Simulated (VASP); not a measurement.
# Fe: relaxation of cell and atoms with PBE

The system is Fe.

```xyz
1
Lattice="-1.4430 1.4430 1.4430 1.4430 -1.4430 1.4430 1.4430 1.4430 -1.4430" Properties=species:S:1:pos:R:3 pbc="T T T"
Fe    0.0000    0.0000    0.0000
```

```json
{
  "Program": "VASP 6.6.1",
  "Task": "relaxation of cell and atoms",
  "Functional": "PBE",
  "Potentials or basis": "VASP PAW PBE potentials, release 64 (Fe)",
  "Cutoff": "520 eV",
  "k mesh": "21 × 21 × 21",
  "Occupations": "gaussian, width 0.1 eV",
  "Spin": "collinear spin, ferromagnetic start",
  "Starting moments": "[3.0] μB",
  "Further INCAR settings": "ALGO = Normal; EDIFF = 1e-06; IBRION = 2; EDIFFG = -0.01; NSW = 90; ISIF = 3"
}
```

```json
{
  "Relaxed volume": "11.32 Å³/atom",
  "Relaxed cell": "a = 2.450 Å, b = 2.450 Å, c = 2.450 Å, α = 109.47°, β = 109.47°, γ = 109.47°",
  "Space group after relaxing (to 0.05 Å)": "Im-3m (No. 229)",
  "Energy gained by relaxing": "21.6 meV/atom",
  "Ionic steps": "4",
  "Pressure after relaxing": "0.1 GPa",
  "Band gap on the k mesh": "none (metal or under the smearing width)",
  "Net moment": "2.15 μB per cell",
  "Site moments": "Fe +2.15 μB",
  "Valence electrons inside the program's atomic spheres": "Fe 7.28"
}
```

The path:
| step | energy change (eV) | largest force (eV/Å) | pressure (GPa) | volume (Å³) |
| --- | --- | --- | --- | --- |
| 1 | 0.0000 | 0.0000 | -9.64 | 12.02 |
| 2 | -0.0063 | 0.0000 | 10.35 | 10.80 |
| 3 | -0.0216 | 0.0000 | -0.24 | 11.33 |
| 4 | -0.0216 | 0.0000 | 0.07 | 11.32 |

Final structure:
```
CELL_PARAMETERS angstrom
-1.41433 1.41433 1.41433
1.41433 -1.41433 1.41433
1.41433 1.41433 -1.41433
ATOMIC_POSITIONS crystal
Fe 0.00000 0.00000 0.00000
```

Levels at points of the mesh, in eV from the Fermi level:
Spin up:
```
           k point  band 1  band 2  band 3  band 4  band 5  band 6  band 7  band 8  band 9  band 10
(0.00, 0.00, 0.00)   -8.46   -2.30   -2.30   -2.30   -1.09   -1.09   25.06   25.06   25.06    30.16
```
Spin down:
| k point | band 1 | band 2 | band 3 | band 4 | band 5 | band 6 | band 7 |
| --- | --- | --- | --- | --- | --- | --- | --- |
| (0.00, 0.00, 0.00) | -8.30 | -0.43 | -0.43 | -0.43 | 1.64 | 1.64 | 24.80 |

Wall time 72 s on 1 thread of Intel(R) Xeon(R) 6975P-C (Granite Rapids), on a shared host, peak memory 0.18 GiB.
